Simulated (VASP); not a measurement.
Here is a VASP 6.6.1 calculation.

INCAR

```
SYSTEM = AlN
PREC     = Accurate       ! precision mode
ENCUT    = 520            ! plane-wave cutoff, eV
EDIFF    = 1E-7           ! SCF threshold, eV
ISMEAR   = 0              ! smearing method
SIGMA    = 0.02           ! smearing width, eV
LREAL    = .False.        ! projectors in reciprocal space
LASPH    = .True.         ! aspherical terms in the spheres
NELM     = 100            ! most SCF steps
ALGO     = Fast           ! electronic algorithm
ISIF     = 2              ! what is computed and relaxed
LWAVE    = .False.        ! write WAVECAR
LCHARG   = .True.         ! write CHGCAR
LORBIT   = 11             ! projections on sites
LELF     = .True.         ! ELF
LVHAR    = .True.
```

The input KPOINTS:

```
Automatic mesh
0
Gamma
  10 10 6
  0 0 0
```

The input POSCAR:

```
AlN
1.0
    3.1130000000      0.0000000000      0.0000000000
   -1.5565000000      2.6959370820      0.0000000000
    0.0000000000      0.0000000000      4.9810000000
Al N
2 2
Direct
    0.6666666667      0.3333333333      0.5000000000
    0.3333333333      0.6666666667      0.0000000000
    0.6666666667      0.3333333333      0.8800000000
    0.3333333333      0.6666666667      0.3800000000
```

Potentials or basis: VASP PAW LDA potentials, release 64 (Al, N).

Launch:

```bash
$ cat potpaw_LDA.64/Al/POTCAR potpaw_LDA.64/N/POTCAR > POTCAR
$ mpirun -np 1 vasp_std > vasp.out
```

(1) Predict the pressure.

(2) Estimate the largest force.

(3) Predict the band gap on the k mesh.

Answers

(1) -4.1 GPa.

(2) 0.119 eV/Å.

(3) 4.25 eV, direct.

**What was measured.**

“Self-assembly of well-separated AlN nanowires directly on sputtered metallic TiN films”, 2019, arxiv:1910.07391 quotes, for a bulk crystal of AlN at 10 K: band gap 6.034 eV (an exciton energy, a little under the gap).

Measured gap of AlN: 6.034 eV (an exciton energy, a little under the gap; 10 K; quoted in “Self-assembly of well-separated AlN nanowires directly on sputtered metallic TiN films”, 2019, arxiv:1910.07391). This calculation gives 4.25 eV (-1.79 eV). 2 values of this kind are on record (6.034 to 6.0343 eV); this one was drawn at random. The value is that of LDA on a finite k mesh, which can miss the band edges, without temperature or zero-point motion. Semilocal functionals fall short of measured gaps as a rule.
